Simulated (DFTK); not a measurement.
Set up this calculation in DFTK 0.8.2, as the native input.

| Item | Value |
| --- | --- |
| Task | single point |
| Functional | PBE |
| Potentials or basis | dojo.nc.sr.pbe.v0_4_1.standard.upf (PBE) |
| Cutoff | 1088 eV |
| k mesh | 12 × 12 × 12 |
| Occupations | fermi-dirac, width 0.05 eV |
| Spin | no spin polarisation |
| Valence electrons | Ir 17 |
| SCF tolerance on the density | 1e-06 |

The system is Ir.

```
CELL_PARAMETERS angstrom
0.00000 1.91560 1.91560
1.91560 0.00000 1.91560
1.91560 1.91560 0.00000
ATOMIC_POSITIONS crystal
Ir 0.00000 0.00000 0.00000
```

One way to write it, as run:

run.jl

```julia
using DFTK
using PseudoPotentialData
using Unitful, UnitfulAtomic
using LinearAlgebra, Printf
include("save.jl")
disable_threading()

# lattice vectors are the columns
lattice = austrip(1u"Å") * [           0.0         1.9156         1.9156;
                   1.9156            0.0         1.9156;
                   1.9156         1.9156            0.0]
symbols   = [:Ir]
positions = [[0.0, 0.0, 0.0]]
pseudopotentials = PseudoFamily("dojo.nc.sr.pbe.v0_4_1.standard.upf")
elements = Dict(s => ElementPsp(s, pseudopotentials) for s in unique(symbols))
atoms    = [elements[s] for s in symbols]

build_model(lattice, positions; symmetries=true) =
    model_DFT(lattice, atoms, positions;
              functionals=PBE(),
              temperature=austrip(0.05u"eV"),
              smearing=Smearing.FermiDirac(),
              symmetries)
Ecut  = 40.0  # hartree
kgrid = [12, 12, 12]
tol   = 1e-6
to_GPa = ustrip(uconvert(u"GPa", 1u"hartree/bohr^3"))

model = build_model(lattice, positions)
basis = PlaneWaveBasis(model; Ecut, kgrid)
display(basis)
scfres = self_consistent_field(basis;
                               tol,
                               nbandsalg=AdaptiveBands(model; n_bands_converge=13))
display(scfres.energies)
@printf "Fermi level: %.6f eV\n" ustrip(auconvert(u"eV", something(scfres.εF, NaN)))
forces = compute_forces_cart(scfres)
println("Forces (eV/Å)")
for (s, f) in zip(symbols, forces)
    @printf "%-3s %12.6f %12.6f %12.6f\n" s ustrip.(auconvert.(u"eV/Å", f))...
end
stress = compute_stresses_cart(scfres)
println("Stress (GPa)")
display(round.(stress * to_GPa; digits=4))
println("Levels at the first k-point (eV): ", round.(ustrip.(auconvert.(u"eV", scfres.eigenvalues[1][1:scfres.n_bands_converge])); digits=4))
save_scf!(scfres; forces, stress)
```

Potentials or basis: dojo.nc.sr.pbe.v0_4_1.standard.upf (PBE).

Launch:

```bash
$ julia --threads=1 run.jl  # save.jl only writes the numbers to a file and isn't shown; printed stress counts tension as positive; times include loading and compiling
```

Results of the run:

| Quantity | Value |
| --- | --- |
| Pressure | 10.4 GPa |
| Band gap on the k mesh | none (metal or under the smearing width) |

Run time: 99 s on 1 thread of Intel(R) Xeon(R) Platinum 8259CL CPU @ 2.50GHz (Skylake/Cascade Lake) (shared host), peak memory 1.6 GiB.
